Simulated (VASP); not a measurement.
# Ta (Im-3m) in VASP: elastic constants with RPBE

Aim: the elastic constants of Ta with RPBE.

All numbers are computed with VASP 6.6.1; they aren't measurements. Logs are shortened: lines on timing, memory, paths and dates and some standing lists are left out, and cuts for length are marked.

### 1 The structure

The structure is cubic, space group Im-3m (No. 229). The conventional cell has a = 3.310 Å, b = 3.310 Å, c = 3.310 Å, α = 90.00°, β = 90.00°, γ = 90.00°. Ta (site symmetry m-3m) has 8 Ta at 2.87 Å as nearest neighbours.

### 2 Elastic constants, RPBE

File POSCAR:

```
Ta
1.0
   -1.6549278100      1.6549278100      1.6549278100
    1.6549278100     -1.6549278100      1.6549278100
    1.6549278100      1.6549278100     -1.6549278100
Ta
1
Direct
    0.0000000000      0.0000000000      0.0000000000
```

File INCAR.step1:

```
PREC = Accurate
ENCUT = 600
EDIFF = 1E-8
ISMEAR = 0
SIGMA = 0.1
LREAL = False
LASPH = True
NELM = 100
ALGO = Normal
ISIF = 3
LWAVE = False
LCHARG = False
GGA = RP
IBRION = 2
NSW = 40
EDIFFG = -0.002
```

File INCAR.step2:

```
PREC = Accurate
ENCUT = 600
EDIFF = 1E-8
ISMEAR = 0
SIGMA = 0.1
LREAL = False
LASPH = True
NELM = 100
ALGO = Normal
ISIF = 3
LWAVE = False
LCHARG = False
GGA = RP
IBRION = 6
NFREE = 2
POTIM = 0.015
NSW = 1
```

File KPOINTS:

```
Automatic mesh
0
Gamma
  18 18 18
```

Potentials or basis: VASP PAW PBE potentials, release 64 (Ta_pv).

The run is started by

```bash
$ cat potpaw_PBE.64/Ta_pv/POTCAR > POTCAR
$ cp INCAR.step1 INCAR
$ mpirun -np 1 vasp_std > vasp.out
$ cp CONTCAR POSCAR
$ cp INCAR.step2 INCAR
$ mpirun -np 1 vasp_std > vasp.out
```

OUTCAR:

```text
PREC = Accurate
   ENCUT = 600
   EDIFF = 1E-8
   ISMEAR = 0
   LREAL = False
   LASPH = True
   NELM = 100
   ISIF = 3
   GGA = RP
   IBRION = 6
   NFREE = 2
   POTIM = 0.015
   NSW = 1

 ion  position               nearest neighbor table
   1  0.000  0.000  0.000-

  LATTYP: Found a body centered cubic cell.
 ALAT       =     3.3389256845

  Lattice vectors:

 A1 = (  -1.6694628423,   1.6694628423,   1.6694628423)
 A2 = (   1.6694628423,  -1.6694628423,   1.6694628423)
 A3 = (   1.6694628423,   1.6694628423,  -1.6694628423)

Analysis of symmetry for initial positions (statically):
=====================================================================
 Subroutine PRICEL returns:
 Original cell was already a primitive cell.

 Routine SETGRP: Setting up the symmetry group for a
 body centered cubic supercell.

 Subroutine GETGRP returns: Found 48 space group operations
 (whereof 48 operations were pure point group operations)
 out of a pool of 48 trial point group operations.

The static configuration has the point symmetry O_h .

Analysis of symmetry for dynamics (positions and initial velocities):
=====================================================================
 Subroutine PRICEL returns:
 Original cell was already a primitive cell.

 Routine SETGRP: Setting up the symmetry group for a
 body centered cubic supercell.

 Subroutine GETGRP returns: Found 48 space group operations
 (whereof 48 operations were pure point group operations)
 out of a pool of 48 trial point group operations.

The dynamic configuration has the point symmetry O_h .

 Subroutine INISYM returns: Found 48 space group operations
 (whereof 48 operations are pure point group operations),
 and found     1 'primitive' translations

----------------------------------------------------------------------------------------

                                     Primitive cell

  volume of cell :      18.6119

  direct lattice vectors                    reciprocal lattice vectors
    -1.669462842  1.669462842  1.669462842     0.000000000  0.299497531  0.299497531
     1.669462842 -1.669462842  1.669462842     0.299497531  0.000000000  0.299497531
     1.669462842  1.669462842 -1.669462842     0.299497531  0.299497531  0.000000000

  length of vectors
     2.891594464  2.891594464  2.891594464     0.423553471  0.423553471  0.423553471

  position of ions in fractional coordinates (direct lattice)
     0.000000000  0.000000000  0.000000000

  ion indices of the primitive-cell ions
   primitive index   ion index
                 1           1

----------------------------------------------------------------------------------------

 KPOINTS: Automatic mesh

Automatic generation of k-mesh.
 Grid dimensions read from file:
 generate k-points for:   18   18   18

 Generating k-lattice:

  Cartesian coordinates                     Fractional coordinates (reciprocal lattice)
     0.000000000  0.016638752  0.016638752     0.055555556  0.000000000  0.000000000
     0.016638752  0.000000000  0.016638752     0.000000000  0.055555556  0.000000000
     0.016638752  0.016638752  0.000000000     0.000000000  0.000000000  0.055555556

  Length of vectors
     0.023530748  0.023530748  0.023530748

  Shift w.r.t. Gamma in fractional coordinates (k-lattice)
     0.000000000  0.000000000  0.000000000

 Subroutine IBZKPT returns following result:
 ===========================================

 Found    195 irreducible k-points:

 Following reciprocal coordinates:
            Coordinates               Weight
  0.000000  0.000000  0.000000      1.000000
  0.055556  0.000000  0.000000     12.000000
  0.111111  0.000000  0.000000     12.000000
  0.166667  0.000000  0.000000     12.000000
  0.222222  0.000000  0.000000     12.000000
  0.277778  0.000000  0.000000     12.000000
[... 16 lines left out ...]
  0.333333  0.111111 -0.000000     48.000000
  0.388889  0.111111  0.000000     48.000000
 [... further k-points ...]
   k-points           NKPTS =    195   k-points in BZ     NKDIM =    195   number of bands    NBANDS=      9
   number of dos      NEDOS =    301   number of ions     NIONS =      1
   total plane-waves  NPLWV =  13824
   dimension x,y,z NGX =    24 NGY =   24 NGZ =   24
   dimension x,y,z NGXF=    48 NGYF=   48 NGZF=   48
   ions per type =               1
[... 22 lines left out ...]
   PSTRESS=    0.0 pullay stress
   NELECT =      11.0000    total number of electrons
   NUPDOWN=      -1.0000    fix difference up-down
   EMIN   =  10.00;   EMAX   =-10.00  energy-range for DOS
   EFERMI =   0.00;   METHOD = LEGACY
   ISMEAR =     0;   SIGMA  =   0.10  broadening in eV -4-tet -1-fermi 0-gaus
   EFERMI_NEDOS =   21; number of points for ismear=-14 and -15
   IALGO  =     38    algorithm
   IMIX   =      4    mixing-type and parameters
     AMIX     =   0.40;   BMIX     =  1.00
     AMIX_MAG =   1.60;   BMIX_MAG =  1.00
  volume/ion in A,a.u.               =      18.61       125.60
  Fermi-wavevector in a.u.,A,eV,Ry     =   1.373859  2.596218 25.680858  1.887490
  Thomas-Fermi vector in A             =   2.499338
   LORBIT       =      0    0 simple, 1 ext, 2 COOP (PROOUT), +10 PAW based schemes
   GGA     = RP    functional components
   LHFCALC =     F    Hartree Fock is set to
   AEXX    =    0.0000 exact exchange contribution
   IVDW    =     0    specifies the selected vdW correction
   LEPSILON=     F    determine dielectric tensor
   LRPA    =     F    only Hartree local field effects (RPA)
 finite differences with symmetry
 non-spin polarized calculation
 Gauss-broadening in eV      SIGMA  =   0.10
  energy-cutoff  :      600.00
  volume of cell :       18.61
 maximum number of plane-waves:       638
   NGX = 11   NGY = 11   NGZ = 11

--------------------------------------- Ionic step        1  -------------------------------------------

 number of electron      10.9999999 magnetization

 Free energy of the ion-electron system (eV)
  ---------------------------------------------------
  ext. energy  EPLUGINS =         0.00000000
  ---------------------------------------------------
  free energy    TOTEN  =       -11.31812136 eV

  energy without entropy =      -11.31198037  energy(sigma->0) =      -11.31505086

------------------------ aborting loop because EDIFF is reached ----------------------------------------

  FORCE on cell =-STRESS in cart. coord.  units (eV):
  Direction    XX          YY          ZZ          XY          YZ          ZX
  --------------------------------------------------------------------------------------
  -------------------------------------------------------------------------------------
  Total        0.0018791      0.0018791      0.0018791     -0.0000000      0.0000000     -0.0000000
  in kB        0.1617599      0.1617599      0.1617599     -0.0000000      0.0000000     -0.0000000
  external PRESSURE =       0.1617599 kB  Pullay stress =       0.0000000 kB
[... 86 lines left out ...]
  FREE ENERGIE OF THE ION-ELECTRON SYSTEM (eV)
  ---------------------------------------------------
  free  energy   TOTEN  =       -11.3146750984 eV

  energy  without entropy=      -11.3084141494  energy(sigma->0) =      -11.31154462

[... ionic steps 4 to 12 ...]

--------------------------------------- Ionic step       13  -------------------------------------------

 number of electron      10.9999999 magnetization

------------------------ aborting loop because EDIFF is reached ----------------------------------------
[... 65 lines left out ...]
--------------------------------------- Ionic step       15  -------------------------------------------

 number of electron      11.0000000 magnetization

 Free energy of the ion-electron system (eV)
  ---------------------------------------------------
  ext. energy  EPLUGINS =         0.00000000
  ---------------------------------------------------
  free energy    TOTEN  =       -11.31812199 eV

  energy without entropy =      -11.31198100  energy(sigma->0) =      -11.31505149

 E-fermi :   5.3217     XC(G=0): -12.3969

 val. band max:        5.3143907915   @ k =  -0.3889   0.5000   0.0556
 cond. band min:       5.3255108014   @ k =   0.3333   0.1111  -0.0000
 fundamental gap:      0.0111200100
 Fermi energy:         5.3216900386

 k-point     1 :       0.0000    0.0000    0.0000
  band No.  band energies     occupation
      1     -27.9211      2.00000
      2     -27.9211      2.00000
      3     -27.9211      2.00000
      4      -2.4744      2.00000
      5       6.0634      0.00000
      6       6.0634      0.00000
      7       6.0634      0.00000
      8       9.2265      0.00000
      9       9.2265      0.00000
[... 265 lines left out ...]
 k-point    24 :       0.3889    0.1111    0.0000
  band No.  band energies     occupation
      1     -28.9035      2.00000
      2     -28.2895      2.00000
      3     -27.9726      2.00000
      4       1.4572      2.00000
      5       3.9868      2.00000
      6       5.8630      0.00000
      7       8.9665      0.00000
      8      10.2015      0.00000
      9      12.8991      0.00000

 [... further k-points ...]
[... 5 lines left out ...]
  --------------------------------------------------------------------------------------
  -------------------------------------------------------------------------------------
  Total        0.0018751      0.0018751      0.0018751     -0.0000000     -0.0000000      0.0000000
  in kB        0.1614170      0.1614170      0.1614170     -0.0000000     -0.0000000      0.0000000
  external PRESSURE =       0.1614170 kB  Pullay stress =       0.0000000 kB
[... 16 lines left out ...]
  FREE ENERGIE OF THE ION-ELECTRON SYSTEM (eV)
  ---------------------------------------------------
  free  energy   TOTEN  =       -11.3181219891 eV

  energy  without entropy=      -11.3119809992  energy(sigma->0) =      -11.31505149

 INTERNAL STRAIN TENSORS FROM STRAINED CELLS
 ============================================

 INTERNAL STRAIN TENSOR FOR ION    1 for displacements in x,y,z  (eV/Angst):
          X           Y           Z          XY          YZ          ZX
  --------------------------------------------------------------------------------
  x    -0.00000     0.00000    -0.00000     0.00000     0.00000     0.00000
  y    -0.00000     0.00000    -0.00000     0.00000    -0.00000     0.00000
  z    -0.00000     0.00000    -0.00000    -0.00000     0.00000     0.00000

 INTERNAL STRAIN TENSORS FROM DISPLACED ATOMS
 ============================================

 INTERNAL STRAIN TENSOR FOR ION    1 for displacements in x,y,z  (eV/Angst):
          X           Y           Z          XY          YZ          ZX
  --------------------------------------------------------------------------------
  x     0.00000     0.00000     0.00000     0.00000     0.00000     0.00000
  y     0.00000     0.00000     0.00000     0.00000     0.00000     0.00000
  z     0.00000     0.00000     0.00000     0.00000     0.00000     0.00000

 Eigenvectors and eigenvalues of the dynamical matrix
 ----------------------------------------------------

   1 f  =    0.000000 THz     0.000000 2PiTHz    0.000000 cm-1     0.000000 meV
             X         Y         Z           dx          dy          dz
      0.000000  0.000000  0.000000     0.707107   -0.707107    0.000000

   2 f  =    0.000000 THz     0.000000 2PiTHz    0.000000 cm-1     0.000000 meV
             X         Y         Z           dx          dy          dz
      0.000000  0.000000  0.000000    -0.707107   -0.707107    0.000000

   3 f  =    0.000000 THz     0.000000 2PiTHz    0.000000 cm-1     0.000000 meV
             X         Y         Z           dx          dy          dz
      0.000000  0.000000  0.000000     0.000000    0.000000    1.000000

--------------------------------------------------------------------------------------------------------

 ELASTIC MODULI CONTR FROM IONIC RELAXATION (kBar)
 Direction    XX          YY          ZZ          XY          YZ          ZX
 --------------------------------------------------------------------------------
 XX           0.0000      0.0000      0.0000      0.0000      0.0000      0.0000
 YY           0.0000      0.0000      0.0000      0.0000      0.0000      0.0000
 ZZ           0.0000      0.0000      0.0000      0.0000      0.0000      0.0000
 XY           0.0000      0.0000      0.0000      0.0000      0.0000      0.0000
 YZ           0.0000      0.0000      0.0000      0.0000      0.0000      0.0000
 ZX           0.0000      0.0000      0.0000      0.0000      0.0000      0.0000
 --------------------------------------------------------------------------------

 TOTAL ELASTIC MODULI (kBar)
 Direction    XX          YY          ZZ          XY          YZ          ZX
 --------------------------------------------------------------------------------
 XX        2537.8025   1547.9386   1547.9386     -0.0000     -0.0000     -0.0000
 YY        1547.9386   2537.8025   1547.9386      0.0000     -0.0000     -0.0000
 ZZ        1547.9386   1547.9386   2537.8025     -0.0000      0.0000      0.0000
 XY          -0.0000      0.0000     -0.0000    742.1023      0.0000      0.0000
 YZ          -0.0000     -0.0000      0.0000      0.0000    742.1023      0.0000
 ZX          -0.0000     -0.0000      0.0000      0.0000      0.0000    742.1023
 --------------------------------------------------------------------------------
```

It took 8.1 min on 1 thread of Intel Xeon 6975P-C (Granite Rapids), shared host; peak memory 0.66 GiB.

Results:

```
Relaxed volume                         : 18.61 Å³/atom
Relaxed cell                           : a = 2.892 Å, b = 2.892 Å, c = 2.892 Å, α = 109.47°, β = 109.47°, γ = 109.47°
Space group after relaxing (to 0.05 Å) : Im-3m (No. 229)
Elastic constants C11, C12, C44        : 254, 155, 74 GPa
Voigt bulk modulus                     : 188 GPa
```

Step by step:
```
step  energy change (eV)  largest force (eV/Å)  pressure (GPa)  volume (Å³)
   1              0.0000                0.0000            5.19        18.13
   2              0.0272                0.0000           -9.67        19.71
   3             -0.0076                0.0000           -0.09        18.62
   4             -0.0076                0.0000            0.01        18.61
```

Final structure:
```cif
data_structure
_symmetry_space_group_name_H-M 'P 1'
_symmetry_Int_Tables_number 1
_cell_length_a 2.8916
_cell_length_b 2.8916
_cell_length_c 2.8916
_cell_angle_alpha 109.471
_cell_angle_beta 109.471
_cell_angle_gamma 109.471
_cell_volume 18.61
loop_
_atom_site_label
_atom_site_type_symbol
_atom_site_fract_x
_atom_site_fract_y
_atom_site_fract_z
_atom_site_occupancy
Ta1 Ta 0.00000 0.00000 0.00000 1
```

Elastic tensor in Voigt notation (GPa, in the Cartesian axes of the cell as first typed):
```
254 155 155   0   0   0
155 254 155   0   0   0
155 155 254   0   0   0
  0   0   0  74   0   0
  0   0   0   0  74   0
  0   0   0   0   0  74
```

Clamped-ion elastic tensor (GPa):
```
254 155 155   0   0   0
155 254 155   0   0   0
155 155 254   0   0   0
  0   0   0  74   0   0
  0   0   0   0  74   0
  0   0   0   0   0  74
```

Caveat: the PAW data sets were made with another functional, which shifts forces and pressure a little.
